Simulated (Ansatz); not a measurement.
The system is SnTe.

```
CELL_PARAMETERS angstrom
0.00000 3.61115 3.61115
3.61115 0.00000 3.61115
3.61115 3.61115 0.00000
ATOMIC_POSITIONS crystal
Te 0.25000 0.25000 0.25000
Sn 0.00000 0.00000 0.00000
```

Measurements of this composition are mostly on another form, of space group No. 225.

Base run:

| Quantity | Value |
| --- | --- |
| Program | Ansatz 0.2.0 |
| Functional | HSE06 |
| Potentials or basis | all-electron PAW datasets made for the crystal |
| Cutoff | 270 eV |
| Density cutoff | 1080 eV |
| k mesh | 4 × 4 × 4 |
| Occupations | fermi-dirac, width 0.05 eV |
| Spin | no spin polarisation |

Its results: band gap on the k mesh 0.38 eV, indirect (least direct gap 1.16 eV).

Problem. The run is repeated on the same cell with these changes: k mesh from 4 × 4 × 4 to 6 × 6 × 6. What comes out?

Solution. Band gap on the k mesh 0.59 eV, indirect (least direct gap 1.16 eV).

Caveats: spin-orbit coupling is left out, which moves the levels of the heavy elements.

A k mesh can miss the band edges.

Not every run made on this cell is shown here.
